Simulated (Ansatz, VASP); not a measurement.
**AlRu in VASP and in Ansatz**

```
Al Ru
1.0
     3.00408    0.00000    0.00000
     0.00000    3.00408    0.00000
     0.00000    0.00000    3.00408
Al Ru
1 1
Direct
  0.00000 0.00000 0.00000
  0.50000 0.50000 0.50000
```

Alike in both runs: functional PBE; k mesh 14 × 14 × 14; occupations gaussian, width 0.1 eV; no spin polarisation.

Ansatz relaxed the structure, and its values are those at the end. VASP's run is a single point on that final structure, the one shown.

|  | VASP | Ansatz |
| --- | --- | --- |
| version | VASP 6.6.1 | Ansatz 0.2.0 |
| potentials or method | VASP PAW PBE potentials, release 64 (Al, Ru_pv) | scalar-relativistic, plane waves, PAW |
| plane-wave cutoff (eV) | 520 | 420 |
| valence electrons in the cell | 17 | 19 |

```tsv
	VASP	Ansatz	Ansatz less VASP
gap on the k mesh at the Fermi level (eV)	none	none	-
pressure (GPa)	-0.1	0.0	+0.04
```

A gap of «none» marks a metal or a gap that the smearing closes. With one functional, cell and mesh, what is left measures potentials, basis and numerics. The two sets of potentials don't hold the same shells in valence.
